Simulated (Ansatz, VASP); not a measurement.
## NiSb (Breithauptite) in VASP and in Ansatz

The input INCAR:

```
SYSTEM = NiSb
ALGO = Normal ; EDIFF = 1E-7
ENCUT = 520 ; GGA = PE
ISIF = 2 ; ISMEAR = -1
ISPIN = 2 ; LASPH = .TRUE.
LCHARG = .FALSE. ; LMAXMIX = 4
LORBIT = 11 ; LREAL = .FALSE.
LWAVE = .FALSE. ; MAGMOM = 0 0 1 1
NBANDS = 27 ; NELM = 150
PREC = Accurate ; SIGMA = 0.05
```

Contents of KPOINTS:

```
k-points
0
G
  8 8 5
  0 0 0
```

Contents of POSCAR:

```
NiSb
1.0
    4.0050391665      0.0000000000      0.0000000000
   -2.0025195832      3.4684656614      0.0000000000
    0.0000000000      0.0000000000      5.2204176508
Sb Ni
2 2
Direct
    0.6666666667      0.3333333333      0.7500000000
    0.3333333333      0.6666666667      0.2500000000
    0.0000000000      0.0000000000      0.5000000000
    0.0000000000      0.0000000000      0.0000000000
```

Contents of input.yaml:

```yaml
crystal:
  lattice:
    - [4.0050391665, 0.0, 0.0]
    - [-2.0025195832, 3.4684656614, 0.0]
    - [0.0, 0.0, 5.2204176508]
  atoms:
    - { symbol: Sb, position: [0.6666666667, 0.3333333333, 0.75] }
    - { symbol: Sb, position: [0.3333333333, 0.6666666667, 0.25] }
    - { symbol: Ni, position: [0.0, 0.0, 0.5], spin: 1.0 }
    - { symbol: Ni, position: [0.0, 0.0, 0.0], spin: 1.0 }
hamiltonian:
  xc: pbe
  pseudopotentials: { kind: paw }
magnetization:
  spin_polarized: true
kpoints:
  mp_grid: { grid: [8, 8, 5] }
scf:
  occupations: { method: fermi_dirac, width: 0.05 }
output:
  forces: true
  stress: true
  eigenvalues: true
  write_density: true
  write_potential: true
  elf: true
  volumetric_format: npy
```

Change from the starting cell: volume scaled by 1.06.

Alike in both runs: task single point; functional PBE; k mesh 8 × 8 × 5; occupations fermi-dirac, width 0.05 eV; collinear spin, ferromagnetic start.

|  | VASP | Ansatz |
| --- | --- | --- |
| version | VASP 6.6.1 | Ansatz 0.2.0 |
| potentials or method | VASP PAW PBE potentials, release 64 (Sb, Ni) | Ansatz PAW |
| plane-wave cutoff (eV) | 520 | 420 |
| valence electrons in the cell | 30 | 66 |

VASP gave:

* gap on the k mesh at the Fermi level (eV): none
* pressure (GPa): -2.9
* largest component of the traceless stress (GPa): 0.23
* net moment per atom (μB): 0.00

Question: Estimate Ansatz's values.

Answer: gap on the k mesh at the Fermi level (eV): none; pressure (GPa): -2.8; largest component of the traceless stress (GPa): 0.35; net moment per atom (μB): 0.00.

A gap of «none» marks a metal or a gap that the smearing closes. The two sets of potentials don't hold the same shells in valence.

Caveats: the starting moments weren't kept (Ansatz). The runs have no spin-orbit coupling, so splittings on Sb are missing.
